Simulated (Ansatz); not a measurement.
Runs of Ansatz 0.2.0 on PbS. The structure is cubic, space group Pm-3m (No. 221). The conventional cell has a = 3.654 Å, b = 3.654 Å, c = 3.654 Å, α = 90.00°, β = 90.00°, γ = 90.00°. Pb (site symmetry m-3m) has 8 S at 3.16 Å as nearest neighbours. S (site symmetry m-3m) has 8 Pb at 3.16 Å as nearest neighbours. Measurements of this composition are mostly on another form, of space group No. 225.

```tsv
task	level	spin	cell	k mesh	cutoff (eV)	points for each segment of the path	atoms under strain	gap on the mesh (eV)	pressure (GPa)	relaxed volume (Å³/atom)
relaxation of cell and atoms	RPBE	off	relaxed	7 × 7 × 7	420	-	-	0.26	0.0	25.37
relaxation of cell and atoms	revPBE	off	relaxed	7 × 7 × 7	420	-	-	-	0.0	25.09
band structure	r2SCAN	SOC, no magnetisation	as given	5 × 5 × 5	500	14	-	-	-1.4	-
elastic constants	LDA	off	as given	5 × 5 × 5	420	-	relaxed	0.35	-4.9	-
band structure	RPBE	off	as given	7 × 7 × 7	420	14	-	-	2.1	-
band structure	PBEsol	SOC, no magnetisation	as given	5 × 5 × 5	420	14	-	(a)	-4.2	-
band structure	BLYP	off	as given	7 × 7 × 7	420	14	-	-	4.4	-
phonons	LDA	off	as given	5 × 5 × 5	420	-	-	0.35	-	-
band structure	revPBE	off	as given	7 × 7 × 7	420	14	-	-	1.5	-
band structure	r2SCAN	off	as given	7 × 7 × 7	500	14	-	-	-0.7	-
relaxation of cell and atoms	BLYP	off	relaxed	7 × 7 × 7	420	-	-	0.35	0.0	(b)
relaxation of cell and atoms	BLYP+D3(BJ)	off	relaxed	7 × 7 × 7	420	-	-	-	0.0	23.96
```

Alike in all rows: potentials or basis Ansatz PAW; smearing fermi-dirac 0.05 eV.

**Question.** Fill in the values left out.

**Answer.** (a) none; (b) 26.35.

Caveats: the PAW data sets come from PBE, with cores solved anew for the run's functional, which leaves a small shift of forces and pressure; odd divisions of the mesh miss points on the zone boundary, where band edges often lie, so the gap on the mesh can be too wide (some runs); the plane-wave basis is chosen anew once the cell has moved, so the energies of steps on either side of that aren't comparable (some runs); spin-orbit coupling is left out, which as a rule narrows the gap of such compounds by several tenths of an eV (some runs); spin-orbit coupling is left out, which moves the levels of the heavy elements (some runs); the cell is more than 3 GPa from zero pressure, which shifts response properties (some runs); some modes are imaginary (some runs).

A k mesh can miss the band edges, and rows without SOC leave out spin-orbit coupling on Pb.

Runs at the PBE level aren't shown here.
